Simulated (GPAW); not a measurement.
# BP (F-43m) in GPAW: notebook, part 2 of 2

GPAW 26.7.0. The steps go on from the part before.

### 3 Equation of state, OLYP+D4

Contents of run.py:

```python
import spglib
from ase import Atoms
from ase.calculators.mixing import SumCalculator
from ase.eos import EquationOfState
from ase.io import Trajectory, read
from ase.units import GPa
from dftd4.ase import DFTD4
from gpaw import GPAW, PW, setup_paths

setup_paths.insert(0, '.')

atoms = read('BP.cif')
cell, positions, numbers = spglib.find_primitive(
    (atoms.cell[:], atoms.get_scaled_positions(), atoms.numbers), symprec=1e-4)
atoms = Atoms(numbers, cell=cell, scaled_positions=positions, pbc=True)

traj = Trajectory('eos.traj', 'w')
volumes, energies = [], []
for x in [0.94, 0.96, 0.98, 1.0, 1.02, 1.04, 1.06]:
    a = atoms.copy()
    a.set_cell(atoms.cell * x**(1 / 3), scale_atoms=True)
    calc = GPAW(mode=PW(800),
                xc='GGA_X_OPTX+GGA_C_LYP',
                kpts={'size': (10, 10, 10), 'gamma': True},
                occupations={'name': 'fermi-dirac', 'width': 0.05},
                nbands=11,
                convergence={'density': 1e-05, 'energy': 1e-05},
                eigensolver='davidson',
                maxiter=150,
                txt=f'eos-{x:.2f}.txt')
    a.calc = SumCalculator([calc, DFTD4(method='olyp')])
    energies.append(a.get_potential_energy())
    volumes.append(a.get_volume())
    p = -a.get_stress()[:3].mean() / GPa
    calc.write(f'eos-{x:.2f}.gpw')
    traj.write(a)
    print(f'{x:.2f} {volumes[-1]:10.4f} A^3 {energies[-1]:14.6f} eV {p:9.3f} GPa', flush=True)

v0, e0, B = EquationOfState(volumes, energies, eos='birchmurnaghan').fit()
print(f'V0 = {v0:.4f} A^3, E0 = {e0:.6f} eV, B0 = {B / GPa:.2f} GPa')
```

Contents of BP.cif:

```cif
data_BP
_cell_length_a 4.53800000
_cell_length_b 4.53800000
_cell_length_c 4.53800000
_cell_angle_alpha 90.00000000
_cell_angle_beta 90.00000000
_cell_angle_gamma 90.00000000
_space_group_name_H-M_alt 'F-43m'
_space_group_name_Hall 'F -4 2 3'
_space_group_IT_number 216
loop_
_space_group_symop_operation_xyz
'x,y,z'
'y,-x,-z'
'-x,-y,z'
'-y,x,-z'
'x,-y,-z'
'y,x,z'
'-x,y,-z'
'-y,-x,z'
'z,x,y'
'-z,y,-x'
'z,-x,-y'
'-z,-y,x'
'-z,x,-y'
'z,y,x'
'-z,-x,y'
'z,-y,-x'
'y,z,x'
'-x,-z,y'
'-y,z,-x'
'x,-z,-y'
'-y,-z,x'
'x,z,y'
'y,-z,-x'
'-x,z,-y'
'x,y+1/2,z+1/2'
'y,-x+1/2,-z+1/2'
'-x,-y+1/2,z+1/2'
'-y,x+1/2,-z+1/2'
'x,-y+1/2,-z+1/2'
'y,x+1/2,z+1/2'
'-x,y+1/2,-z+1/2'
'-y,-x+1/2,z+1/2'
'z,x+1/2,y+1/2'
'-z,y+1/2,-x+1/2'
'z,-x+1/2,-y+1/2'
'-z,-y+1/2,x+1/2'
'-z,x+1/2,-y+1/2'
'z,y+1/2,x+1/2'
'-z,-x+1/2,y+1/2'
'z,-y+1/2,-x+1/2'
'y,z+1/2,x+1/2'
'-x,-z+1/2,y+1/2'
'-y,z+1/2,-x+1/2'
'x,-z+1/2,-y+1/2'
'-y,-z+1/2,x+1/2'
'x,z+1/2,y+1/2'
'y,-z+1/2,-x+1/2'
'-x,z+1/2,-y+1/2'
'x+1/2,y,z+1/2'
'y+1/2,-x,-z+1/2'
'-x+1/2,-y,z+1/2'
'-y+1/2,x,-z+1/2'
'x+1/2,-y,-z+1/2'
'y+1/2,x,z+1/2'
'-x+1/2,y,-z+1/2'
'-y+1/2,-x,z+1/2'
'z+1/2,x,y+1/2'
'-z+1/2,y,-x+1/2'
'z+1/2,-x,-y+1/2'
'-z+1/2,-y,x+1/2'
'-z+1/2,x,-y+1/2'
'z+1/2,y,x+1/2'
'-z+1/2,-x,y+1/2'
'z+1/2,-y,-x+1/2'
'y+1/2,z,x+1/2'
'-x+1/2,-z,y+1/2'
'-y+1/2,z,-x+1/2'
'x+1/2,-z,-y+1/2'
'-y+1/2,-z,x+1/2'
'x+1/2,z,y+1/2'
'y+1/2,-z,-x+1/2'
'-x+1/2,z,-y+1/2'
'x+1/2,y+1/2,z'
'y+1/2,-x+1/2,-z'
'-x+1/2,-y+1/2,z'
'-y+1/2,x+1/2,-z'
'x+1/2,-y+1/2,-z'
'y+1/2,x+1/2,z'
'-x+1/2,y+1/2,-z'
'-y+1/2,-x+1/2,z'
'z+1/2,x+1/2,y'
'-z+1/2,y+1/2,-x'
'z+1/2,-x+1/2,-y'
'-z+1/2,-y+1/2,x'
'-z+1/2,x+1/2,-y'
'z+1/2,y+1/2,x'
'-z+1/2,-x+1/2,y'
'z+1/2,-y+1/2,-x'
'y+1/2,z+1/2,x'
'-x+1/2,-z+1/2,y'
'-y+1/2,z+1/2,-x'
'x+1/2,-z+1/2,-y'
'-y+1/2,-z+1/2,x'
'x+1/2,z+1/2,y'
'y+1/2,-z+1/2,-x'
'-x+1/2,z+1/2,-y'
loop_
_atom_site_label
_atom_site_type_symbol
_atom_site_symmetry_multiplicity
_atom_site_Wyckoff_symbol
_atom_site_fract_x
_atom_site_fract_y
_atom_site_fract_z
_atom_site_occupancy
P1 P 4 c 0.2500000000 0.2500000000 0.2500000000 1
B1 B 4 a 0.0000000000 0.0000000000 0.0000000000 1
```

Potentials or basis: PAW data sets generated in the run's folder for this functional, pw.

On the command line:

```
gpaw-setup -f GGA_X_OPTX+GGA_C_LYP B P
OMP_NUM_THREADS=1 python run.py
```

Standard output:

```text
__  _  _
 | _ |_)|_||  |
 |__||  | ||/\| - 26.7.0

Input parameters:
  mode=PW(ecut=800.0),
  convergence={'density': 1e-05, 'energy': 1e-05},
  eigensolver=Davidson(niter=2),
  kpts=MonkhorstPack(size=(10, 10, 10), gamma=True),
  maxiter=150,
  nbands=11,
  occupations=Occupations(name='fermi-dirac', width=0.05),
  xc=XC(name='GGA_X_OPTX+GGA_C_LYP')

Diagonalizing LCAO Hamiltonian
Converting LCAO to pw mode

           P
       B

Atoms  # Å, Bohr magnetons
|   | symbol |        x |        y |        z |    initial magnetic moments |
|---|--------|----------|----------|----------|-----------------------------|
| 0 |      P | 1.119167 | 1.119167 | 1.119167 | ( 0.0000,  0.0000,  0.0000) |
| 1 |      B | 0.000000 | 0.000000 | 0.000000 | ( 0.0000,  0.0000,  0.0000) |

Unit cell  # Å
| periodic |        x |        y |        z |  lengths |    angles |
|----------|----------|----------|----------|----------|-----------|
|      yes | 0.000000 | 2.238334 | 2.238334 | 3.165482 | 60.000000 |
|      yes | 2.238334 | 0.000000 | 2.238334 | 3.165482 | 60.000000 |
|      yes | 2.238334 | 2.238334 | 0.000000 | 3.165482 | 60.000000 |

Number of symmetries: 24
Symmetry operations  # r_c * U_cc + t_c -> r_c
|    | kind |            matrix            |
|----|------|------------------------------|
|  0 |  E   |  1, 0, 0,  0, 1, 0,  0, 0, 1 |
|  1 |  σ   |  1, 0, 0,  0, 0, 1,  0, 1, 0 |
|  2 |  σ   |  1, 0,-1,  0, 1,-1,  0, 0,-1 |
|  3 |  C3  |  1, 0,-1,  0, 0,-1,  0, 1,-1 |
|  4 |  C3  |  1,-1, 0,  0,-1, 1,  0,-1, 0 |
|  5 |  σ   |  1,-1, 0,  0,-1, 0,  0,-1, 1 |
|  6 |  σ   |  0, 1, 0,  1, 0, 0,  0, 0, 1 |
|  7 |  C3  |  0, 1, 0,  0, 0, 1,  1, 0, 0 |
|  8 |  C2  |  0, 1,-1,  1, 0,-1,  0, 0,-1 |
|  9 |  S4  |  0, 1,-1,  0, 0,-1,  1, 0,-1 |
| 10 |  C3  |  0, 0, 1,  1, 0, 0,  0, 1, 0 |
| 11 |  σ   |  0, 0, 1,  0, 1, 0,  1, 0, 0 |
| 12 |  S4  |  0, 0,-1,  1, 0,-1,  0, 1,-1 |
| 13 |  C3  |  0, 0,-1,  0, 1,-1,  1, 0,-1 |
| 14 |  S4  |  0,-1, 1,  1,-1, 0,  0,-1, 0 |
| 15 |  C2  |  0,-1, 1,  0,-1, 0,  1,-1, 0 |
| 16 |  C3  |  0,-1, 0,  1,-1, 0,  0,-1, 1 |
| 17 |  S4  |  0,-1, 0,  0,-1, 1,  1,-1, 0 |
| 18 |  S4  | -1, 1, 0, -1, 0, 1, -1, 0, 0 |
| 19 |  C3  | -1, 1, 0, -1, 0, 0, -1, 0, 1 |
| 20 |  C3  | -1, 0, 1, -1, 1, 0, -1, 0, 0 |
| 21 |  S4  | -1, 0, 1, -1, 0, 0, -1, 1, 0 |
| 22 |  σ   | -1, 0, 0, -1, 1, 0, -1, 0, 1 |
| 23 |  C2  | -1, 0, 0, -1, 0, 1, -1, 1, 0 |

BZ-sampling:
  Number of BZ points: 1000
  Number of IBZ points: 47

  Monkhorst-Pack size: [10, 10, 10]
[... 73 lines left out ...]
      type: gauss
      rc: 0.20  # [Å]
      lmax: 2
    cutoffs:
      filter: 1.14  # [Å]
      core: 1.38  # [Å]
    projectors
    | kind |    occ | energy [eV] | rcut [Å] |
    |------|--------|-------------|----------|
    |   2s |  2.000 |      -9.414 |    0.635 |
    |   2p |  1.000 |      -3.456 |    0.635 |
    |    s |        |      17.797 |    0.635 |
    |    p |        |      23.755 |    0.635 |
    |    d |        |       0.000 |    0.635 |

    Using partial waves for B as LCAO basis

Reference energy: -9978.157023  # eV

eigensolver:
  Davidson
  Converge bands: occupied
  niter=2

density mixing:
  MSR1-Mixer
  Pratt-step length: 0.05
  Maximum mixing coefficient: 0.75
  Old densities: 10
  SVD Regularization: 0.005
  Good broyden scale: 1.0
  Trust region scale: 1.0
  Backstep threshold: 4.0
  History deletion threshold: 6.0
  Fourier metric: weight=20.0, sigma=0.015

occupation numbers:
  Fermi-Dirac:
    width: 0.0500  # eV

poisson solver:
  ecut: 6400.0  # eV

xc functional:
  name: GGA_X_OPTX+GGA_C_LYP with 2 nearest neighbor stencil

convergence criteria:
- Maximum integral of absolute [dens]ity change: 1e-05 electrons / valence electron
- Maximum [total energy] change in last 3 cyles: 1e-05 eV / valence electron
- Maximum integral of absolute [eigenst]ate change: 4e-08 eV^2 / valence electron
maximum number of iterations: 150

SCF iterations
|iter     | |      energy | eigst |  dens |
|---------|-|-------------|-------|-------|
|iter:   1| |  -12.374176 | +0.12 |       |
|iter:   2| |  -12.269722 | -1.90 | -0.71 |
|iter:   3| |  -11.796068 | -1.51 | -0.74 |
|iter:   4| |  -11.798423 | -2.83 | -1.54 |
|iter:   5| |  -11.799657 | -3.87 | -2.08 |
|iter:   6| |  -11.799769 | -4.99 | -2.75 |
|iter:   7| |  -11.799777 | -6.33 | -3.49 |
|iter:   8| |  -11.799779c| -7.04 | -3.89 |
|iter:   9| |  -11.799779c| -8.75c| -4.93 |
|iter:  10| |  -11.799779c| -9.56c| -5.34c|

Converged in 10 steps
Energy contributions relative to reference atoms: (reference = -9978.157023)

Energy contributions:
  Kinetic:          17.272208
  Coulomb:         -14.639965
  Zero:             -0.026911
  External:          0.000000
  Xc:              -14.405111
  Entropy:          -0.000000
  Spinorbit:         0.000000
  ----------------------------
  Free energy:     -11.799779
  Extrapolated:    -11.799779

dipole moment: (-10.510985, -10.510985, -10.510985)  # |e|*Ang

Fermi level: 9.474
Eigenvalues  # (at kpt = [0.000, 0.000, 0.000])
| band index |      eig [eV] | occ [0-2] |
|------------|---------------|-----------|
|          0 |        -6.996 |     2.000 |
|          1 |         8.866 |     2.000 |
|          2 |         8.866 |     2.000 |
|          3 |         8.866 |     2.000 |
|          4 |        12.325 |     0.000 |
|          5 |        12.325 |     0.000 |
|          6 |        12.325 |     0.000 |
|          7 |        16.951 |     0.000 |
|          8 |        20.963 |     0.000 |
|          9 |        21.082 |     0.000 |
|         10 |        21.104 |     0.000 |

Gap: 1.258 eV
Transition (v -> c):
  (s=0, k=0, n=3, [0.00, 0.00, 0.00]) -> (s=0, k=24, n=4, [0.40, 0.40, 0.00])
Direct/indirect transitions are different
Direct gap: 3.459 eV
Transition at: (s=0, k=0, n=3, [0.00, 0.00, 0.00])

Stress tensor  # eV/Ang^3
|         x |         y |         z |
|-----------|-----------|-----------|
| -0.050242 | -0.000000 | -0.000000 |
| -0.000000 | -0.050242 |  0.000000 |
| -0.000000 |  0.000000 | -0.050242 |

# Writing to eos-0.96.gpw (mode='')
```

Run time: 96 s. Hardware: 1 thread of Intel Xeon Platinum 8375C at 2.90GHz (Ice Lake), shared host; peak memory 0.25 GiB.

Results:

- Equilibrium volume: 10.66 Å³/atom (rough: see the caveat)
- Bulk modulus: 195 GPa (rough)

Energy against volume, from the lowest point:
```csv
volume (Å³/atom),energy (meV/atom)
10.981,0.00
11.214,10.51
11.448,25.80
11.682,45.36
11.915,68.73
12.149,95.52
12.383,125.35
```

Caveat: the minimum lies outside the volumes run.

### 4 Equation of state, PBE+D3(BJ)

Contents of run.py:

```python
from ase import Atoms
from ase.calculators.mixing import SumCalculator
from ase.eos import EquationOfState
from ase.io import Trajectory
from ase.units import GPa
from dftd3.ase import DFTD3
from gpaw import GPAW, PW

atoms = Atoms(['P', 'B'],
              cell=[[0.0, 2.269, 2.269],
                    [2.269, 0.0, 2.269],
                    [2.269, 2.269, 0.0]],
              scaled_positions=[[0.75, 0.75, 0.75],
                                [0.0, 0.0, 0.0]],
              pbc=True)

traj = Trajectory('eos.traj', 'w')
volumes, energies = [], []
for x in [0.94, 0.96, 0.98, 1.0, 1.02, 1.04, 1.06]:
    a = atoms.copy()
    a.set_cell(atoms.cell * x**(1 / 3), scale_atoms=True)
    calc = GPAW(mode=PW(800),
                xc='PBE',
                kpts={'size': (10, 10, 10), 'gamma': True},
                occupations={'name': 'fermi-dirac', 'width': 0.05},
                nbands=11,
                convergence={'density': 1e-05, 'energy': 1e-05},
                maxiter=150,
                txt=f'eos-{x:.2f}.txt')
    a.calc = SumCalculator([calc, DFTD3(method='pbe', damping='d3bj')])
    energies.append(a.get_potential_energy())
    volumes.append(a.get_volume())
    p = -a.get_stress()[:3].mean() / GPa
    calc.write(f'eos-{x:.2f}.gpw')
    traj.write(a)
    print(f'{x:.2f} {volumes[-1]:10.4f} A^3 {energies[-1]:14.6f} eV {p:9.3f} GPa', flush=True)

v0, e0, B = EquationOfState(volumes, energies, eos='birchmurnaghan').fit()
print(f'V0 = {v0:.4f} A^3, E0 = {e0:.6f} eV, B0 = {B / GPa:.2f} GPa')
```

Potentials or basis: GPAW PAW data sets (gpaw-data 1.2.1), pw.

On the command line:

```
OMP_NUM_THREADS=1 python run.py
```

It took 91 s on 1 thread of Intel Xeon Platinum 8375C at 2.90GHz (Ice Lake), shared host; peak memory 0.24 GiB.

It converged, with:

| Quantity | Value |
| --- | --- |
| Equilibrium volume | 11.48 Å³/atom |
| Bulk modulus | 170 GPa |
| Pressure derivative of the bulk modulus | 3.8 |

Energy against volume, from the lowest point:
```tsv
volume (Å³/atom)	energy (meV/atom)
10.981	12.15
11.214	3.26
11.448	0.00
11.682	1.88
11.915	8.40
12.149	19.13
12.383	33.68
```

### 5 Equation of state, revTPSS

Contents of run.py:

```python
from ase.eos import EquationOfState
from ase.io import Trajectory, read
from ase.units import GPa
from gpaw import GPAW, PW

atoms = read('BP.xyz')

traj = Trajectory('eos.traj', 'w')
volumes, energies = [], []
for x in [0.94, 0.96, 0.98, 1.0, 1.02, 1.04, 1.06]:
    a = atoms.copy()
    a.set_cell(atoms.cell * x**(1 / 3), scale_atoms=True)
    calc = GPAW(mode=PW(800),
                xc='MGGA_X_REVTPSS+MGGA_C_REVTPSS',
                kpts={'size': (10, 10, 10), 'gamma': True},
                occupations={'name': 'fermi-dirac', 'width': 0.05},
                nbands=11,
                convergence={'density': 1e-05, 'energy': 1e-05},
                eigensolver='davidson',
                maxiter=150,
                txt=f'eos-{x:.2f}.txt')
    a.calc = calc
    energies.append(a.get_potential_energy(force_consistent=True))
    volumes.append(a.get_volume())
    p = -a.get_stress()[:3].mean() / GPa
    calc.write(f'eos-{x:.2f}.gpw')
    traj.write(a)
    print(f'{x:.2f} {volumes[-1]:10.4f} A^3 {energies[-1]:14.6f} eV {p:9.3f} GPa', flush=True)

v0, e0, B = EquationOfState(volumes, energies, eos='birchmurnaghan').fit()
print(f'V0 = {v0:.4f} A^3, E0 = {e0:.6f} eV, B0 = {B / GPa:.2f} GPa')
```

Contents of BP.xyz:

```xyz
2
Lattice="0.0000000000 2.2690000000 2.2690000000 2.2690000000 0.0000000000 2.2690000000 2.2690000000 2.2690000000 0.0000000000" Properties=species:S:1:pos:R:3 pbc="T T T"
P      3.4035000000      3.4035000000      3.4035000000
B      0.0000000000      0.0000000000      0.0000000000
```

On the command line:

```
OMP_NUM_THREADS=1 python run.py
```

Wall time 8 min (1 thread of Intel Xeon Platinum 8375C at 2.90GHz (Ice Lake), shared host); peak memory 0.44 GiB.

It converged, with:

| Property | Result |
| --- | --- |
| Equilibrium volume | 11.66 Å³/atom (rough: see the caveat) |
| Bulk modulus | 165 GPa (rough) |

Energy against volume, from the lowest point:
```
volume (Å³/atom)  energy (meV/atom)
          10.981              22.42
          11.214               9.32
          11.448               2.03
          11.682               0.00
          11.915               2.78
          12.149               9.88
          12.383              20.92
```

Caveat: the points scatter about the fit; the PAW data sets were made with another functional, which shifts forces and pressure a little.

### 6 The runs side by side

| level | potentials or basis | eigensolver | V0 of scaled cells (Å³/atom) | B0 (GPa) |
| --- | --- | --- | --- | --- |
| LDA | the program's PAW data sets (release 1.2.1) made for this functional, pw | - | 11.34 | 176 |
| OLYP+D4 | PAW data sets generated in the run's folder for this functional, pw | davidson | - | - |
| PBE+D3(BJ) | GPAW PAW data sets (gpaw-data 1.2.1), pw | - | 11.48 | 170 |
| revTPSS | GPAW PAW data sets (gpaw-data 1.2.1), pw | davidson | - | - |

Alike in all rows: task equation of state; no spin polarisation; cell as given; k mesh 10 × 10 × 10; cutoff (eV) 800; smearing fermi-dirac 0.05 eV.

Caveats: the minimum lies outside the volumes run (some runs); the points scatter about the fit (some runs); the PAW data sets were made with another functional, which shifts forces and pressure a little (some runs).

Absolute energies hang on the potentials; compare differences alone.

### 7 Comparison with measurements

Step 2. A measured bulk modulus of BP is 179 GPa (300 K; “Equation of state of single-crystal cubic boron phosphide”, 2014, arxiv:1407.1677); the calculated 176 GPa misses it by -1.7 %. 3 values of this kind are on record (173 to 179 GPa); this one was drawn at random among those near their median, those with a stated uncertainty first. The fit is for a static lattice scaled at fixed shape and fixed fractional positions.

Step 4. A measured bulk modulus of BP is 179 GPa (300 K; “Equation of state of single-crystal cubic boron phosphide”, 2014, arxiv:1407.1677); the calculated 170 GPa misses it by -4.8 %. 3 values of this kind are on record (173 to 179 GPa); this one was drawn at random among those near their median, those with a stated uncertainty first. The fit is for a static lattice scaled at fixed shape and fixed fractional positions.
